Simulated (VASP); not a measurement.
# Nd (Im-3m) in VASP: further runs

Runs on Nd. Level: PBE. Tasks: relaxation of cell and atoms, single point.

All numbers are computed with VASP 6.6.1; they aren't measurements. Logs are shortened: lines on timing, memory, paths and dates and some standing lists are left out, and cuts for length are marked.

## Step 1: Starting point

It takes space group Im-3m (No. 229, cubic). Conventional cell: a = 4.151 Å, b = 4.151 Å, c = 4.151 Å, α = 90.00°, β = 90.00°, γ = 90.00°. Around Nd (site symmetry m-3m) lie 8 Nd at 3.59 Å.

This isn't the form of Nd at room conditions, which is double hcp.

## Step 2: Relaxation of cell and atoms, PBE, collinear spin, ferromagnetic start

The input, INCAR:

```
SYSTEM = Nd
  PREC = Accurate
  ENCUT = 600
  EDIFF = 1E-6
  ISMEAR = -1
  SIGMA = 0.05
  LREAL = .False.
  LASPH = .True.
  NELM = 100
  ALGO = Normal
  ISIF = 3
  LWAVE = .False.
  LCHARG = .False.
  ISPIN = 2
  MAGMOM = 3
  LORBIT = 11
  LMAXMIX = 6
  GGA = PE
  IBRION = 2
  NSW = 60
  EDIFFG = -0.02
```

The input, KPOINTS:

```
Automatic mesh
0
Gamma
  7 7 7
  0 0 0
```

The input, POSCAR:

```
Nd
1.0
   -2.0754700287      2.0754700287      2.0754700287
    2.0754700287     -2.0754700287      2.0754700287
    2.0754700287      2.0754700287     -2.0754700287
Nd
1
Direct
    0.0000000000      0.0000000000      0.0000000000
```

Potentials or basis: VASP PAW PBE potentials, release 64 (Nd_3), 4f in core.

Launch:

```console
$ cat potpaw_PBE.64/Nd_3/POTCAR > POTCAR
$ mpirun -np 1 vasp_std > vasp.out
```

OUTCAR:

```text
SYSTEM = Nd
   PREC = Accurate
   ENCUT = 600
   EDIFF = 1E-6
   ISMEAR = -1
   LREAL = .False.
   LASPH = .True.
   NELM = 100
   ISIF = 3
   ISPIN = 2
   LORBIT = 11
   GGA = PE
   IBRION = 2
   NSW = 60
   EDIFFG = -0.02

 ion  position               nearest neighbor table
   1  0.000  0.000  0.000-

  LATTYP: Found a body centered cubic cell.
 ALAT       =     4.1509400574

  Lattice vectors:

 A1 = (  -2.0754700287,   2.0754700287,   2.0754700287)
 A2 = (   2.0754700287,  -2.0754700287,   2.0754700287)
 A3 = (   2.0754700287,   2.0754700287,  -2.0754700287)

Analysis of symmetry for initial positions (statically):
=====================================================================
 Subroutine PRICEL returns:
 Original cell was already a primitive cell.

 Routine SETGRP: Setting up the symmetry group for a
 body centered cubic supercell.

 Subroutine GETGRP returns: Found 48 space group operations
 (whereof 48 operations were pure point group operations)
 out of a pool of 48 trial point group operations.

The static configuration has the point symmetry O_h .

Analysis of symmetry for dynamics (positions and initial velocities):
=====================================================================
 Subroutine PRICEL returns:
 Original cell was already a primitive cell.

 Routine SETGRP: Setting up the symmetry group for a
 body centered cubic supercell.

 Subroutine GETGRP returns: Found 48 space group operations
 (whereof 48 operations were pure point group operations)
 out of a pool of 48 trial point group operations.

The dynamic configuration has the point symmetry O_h .

Analysis of structural, dynamic, and magnetic symmetry:
=====================================================================
 Subroutine PRICEL returns:
 Original cell was already a primitive cell.

 Routine SETGRP: Setting up the symmetry group for a
 body centered cubic supercell.

 Subroutine GETGRP returns: Found 48 space group operations
 (whereof 48 operations were pure point group operations)
 out of a pool of 48 trial point group operations.

The overall configuration has the point symmetry O_h .

 Subroutine INISYM returns: Found 48 space group operations
 (whereof 48 operations are pure point group operations),
 and found     1 'primitive' translations

----------------------------------------------------------------------------------------

                                     Primitive cell

  volume of cell :      35.7610

  direct lattice vectors                    reciprocal lattice vectors
[... 166 lines left out ...]

 Free energy of the ion-electron system (eV)
  ---------------------------------------------------
  ext. energy  EPLUGINS =         0.00000000
  ---------------------------------------------------
  free energy    TOTEN  =        -4.60454635 eV

  energy without entropy =       -4.58381284  energy(sigma->0) =       -4.59417959

 E-fermi :   3.4042     XC(G=0):  -9.6469

 val. band max:        3.3969253723   @ k =   0.4286   0.1429   0.0000
 cond. band min:       3.4343877500   @ k =   0.2857   0.2857   0.0000
 fundamental gap:      0.0374623777
 Fermi energy:         3.4042405953

 spin component 1

 k-point     1 :       0.0000    0.0000    0.0000
  band No.  band energies     occupation
      1     -34.6071      1.00000
      2     -15.2281      1.00000
      3     -15.2281      1.00000
      4     -15.2281      1.00000
      5      -0.6374      1.00000
      6       4.7662      0.00000
      7       4.7662      0.00000
      8       4.7662      0.00000
      9       7.0067      0.00000
     10       7.0067      0.00000
     11      12.7909      0.00000
[... 253 lines left out ...]
 k-point    20 :      -0.4286    0.4286    0.4286
  band No.  band energies     occupation
      1     -34.3975      1.00000
      2     -15.9288      1.00000
      3     -15.8901      1.00000
      4     -15.8901      1.00000
      5       1.6602      1.00000
      6       1.7550      1.00000
      7       7.7162      0.00000
      8       7.7162      0.00000
      9       8.7704      0.00000
     10       9.1277      0.00000
     11      11.6034      0.00000
 Fermi energy:         3.4042405953

 spin component 2

 k-point     1 :       0.0000    0.0000    0.0000
  band No.  band energies     occupation
      1     -34.5530      1.00000
      2     -15.1586      1.00000
      3     -15.1586      1.00000
      4     -15.1586      1.00000
      5      -0.4616      1.00000
      6       4.9370      0.00000
      7       4.9370      0.00000
      8       4.9370      0.00000
      9       7.0837      0.00000
     10       7.0837      0.00000
     11      12.9860      0.00000
[... 253 lines left out ...]
 k-point    20 :      -0.4286    0.4286    0.4286
  band No.  band energies     occupation
      1     -34.3461      1.00000
      2     -15.8492      1.00000
      3     -15.8109      1.00000
      4     -15.8109      1.00000
      5       1.7866      1.00000
      6       1.8823      1.00000
      7       7.8740      0.00000
      8       7.8740      0.00000
      9       8.9000      0.00000
     10       9.3171      0.00000
     11      11.7717      0.00000

------------------------ aborting loop because EDIFF is reached ----------------------------------------

  FORCE on cell =-STRESS in cart. coord.  units (eV):
  Direction    XX          YY          ZZ          XY          YZ          ZX
  --------------------------------------------------------------------------------------
  -------------------------------------------------------------------------------------
  Total        0.0067016      0.0067016      0.0067016     -0.0000000      0.0000000     -0.0000000
  in kB        0.3041458      0.3041458      0.3041458     -0.0000000      0.0000000     -0.0000000
  external PRESSURE =       0.3041458 kB  Pullay stress =       0.0000000 kB

 VOLUME and BASIS-vectors are now :
 -----------------------------------------------------------------------------
  energy-cutoff  :      600.00
  volume of cell :       35.30
      direct lattice vectors                 reciprocal lattice vectors
    -2.066569106  2.066569106  2.066569106     0.000000000  0.241946905  0.241946905
     2.066569106 -2.066569106  2.066569106     0.241946905  0.000000000  0.241946905
     2.066569106  2.066569106 -2.066569106     0.241946905  0.241946905  0.000000000

 POSITION                                       TOTAL-FORCE (eV/Angst)
 -----------------------------------------------------------------------------------
      2.06657      2.06657      2.06657         0.000000      0.000000     -0.000000
 -----------------------------------------------------------------------------------
    total drift:                                0.000000      0.000000      0.000000

  FREE ENERGIE OF THE ION-ELECTRON SYSTEM (eV)
  ---------------------------------------------------
  free  energy   TOTEN  =        -4.6045463485 eV

  energy  without entropy=       -4.5838128395  energy(sigma->0) =       -4.59417959

 reached required accuracy - stopping structural energy minimisation

 total charge

# of ion       s       p       d       tot
------------------------------------------
    1        2.155   5.772   0.968   8.895

 magnetization (x)

# of ion       s       p       d       tot
------------------------------------------
    1       -0.000   0.006   0.111   0.117
```

CONTCAR:

```text
Nd
   1.00000000000000
    -2.0665691063778326    2.0665691063778326    2.0665691063778326
     2.0665691063778326   -2.0665691063778326    2.0665691063778326
     2.0665691063778326    2.0665691063778326   -2.0665691063778326
  Nd
     1
Direct
     1.0000000000000000    1.0000000000000000    1.0000000000000000

  0.00000000E+00  0.00000000E+00  0.00000000E+00
```

Wall time 33 s (1 thread of Intel Xeon Platinum 8259CL at 2.50GHz (Skylake/Cascade Lake), shared host); peak memory 0.2 GiB.

Results:

```
Free energy                                           : -4.6045 eV
Relaxed volume                                        : 35.30 Å³/atom
Relaxed cell                                          : a = 3.579 Å, b = 3.579 Å, c = 3.579 Å, α = 109.47°, β = 109.47°, γ = 109.47°
Space group after relaxing (to 0.05 Å)                : Im-3m (No. 229)
Energy gained by relaxing                             : 0.5 meV/atom
Ionic steps                                           : 2
Pressure after relaxing                               : 0.0 GPa
Band gap on the k mesh                                : none (metal or under the smearing width)
Net moment                                            : 0.24 μB per cell
Site moments                                          : Nd +0.12 μB
Valence electrons inside the program's atomic spheres : Nd 8.89
```

Step by step:
| step | energy change (eV) | largest force (eV/Å) | pressure (GPa) | volume (Å³) |
| --- | --- | --- | --- | --- |
| 1 | 0.0000 | 0.0000 | -0.40 | 35.76 |
| 2 | -0.0005 | 0.0000 | 0.03 | 35.30 |

Final structure:
```
Nd
1.0
    -2.06657    2.06657    2.06657
     2.06657   -2.06657    2.06657
     2.06657    2.06657   -2.06657
Nd
1
Cartesian
  2.0666 2.0666 2.0666
```

Caveat: the magnetic or orbital state may not be the lowest; spin-orbit coupling is left out, which moves the levels of the heavy elements; the 4f electrons are frozen in the core as for a trivalent ion, so they carry no moment and show no levels.

## Step 3: Single point, PBE, collinear spin, ferromagnetic start

The input, INCAR:

```
PREC = Accurate ; ENCUT = 520
EDIFF = 1E-7 ; ISMEAR = 0
SIGMA = 0.02 ; LREAL = F
LASPH = T ; NELM = 100
ALGO = Fast ; ISIF = 2
LWAVE = F ; LCHARG = T
ISPIN = 2 ; MAGMOM = 3
LORBIT = 11 ; LMAXMIX = 6
GGA = PE ; LELF = T
LVHAR = T ; NBANDS = 16
```

The input, KPOINTS:

```
regular mesh
0
Gamma
  9 9 9
```

Changes to POSCAR since step 2:

```diff
@@ -7,3 +7,3 @@
 1
-Direct
+Cartesian
     0.0000000000      0.0000000000      0.0000000000
```

Potentials or basis: VASP PAW PBE potentials, release 64 (Nd_3), 4f in core.

Launch:

```console
$ cat potpaw_PBE.64/Nd_3/POTCAR > POTCAR
$ mpirun -np 1 vasp_std > vasp.out
```

It took 33 s on 1 thread of Intel Xeon 6975P-C (Granite Rapids), shared host; peak memory 0.19 GiB.

The run converged. Its results:

| Quantity | Value |
| --- | --- |
| Free energy | -4.5822 eV |
| Pressure | -0.3 GPa |
| Band gap on the k mesh | none (metal or under the smearing width) |
| Net moment | 0.33 μB per cell |
| Site moments | Nd +0.16 μB |
| Valence electrons inside the program's atomic spheres | Nd 8.88 |

Levels at points of the mesh, in eV from the Fermi level:
Spin up:
```tsv
k point	band 3	band 4	band 5	band 6	band 7	band 8	band 9	band 10
(0.00, 0.00, 0.00)	-18.74	-18.74	-4.12	1.27	1.27	1.27	3.50	3.50
```
Spin down:
```tsv
k point	band 2	band 3	band 4	band 5	band 6	band 7	band 8	band 9
(0.00, 0.00, 0.00)	-18.64	-18.64	-18.64	-3.88	1.50	1.50	1.50	3.60
```

Caveat: the magnetic or orbital state may not be the lowest; spin-orbit coupling is left out, which moves the levels of the heavy elements; the 4f electrons are frozen in the core as for a trivalent ion, so they carry no moment and show no levels.
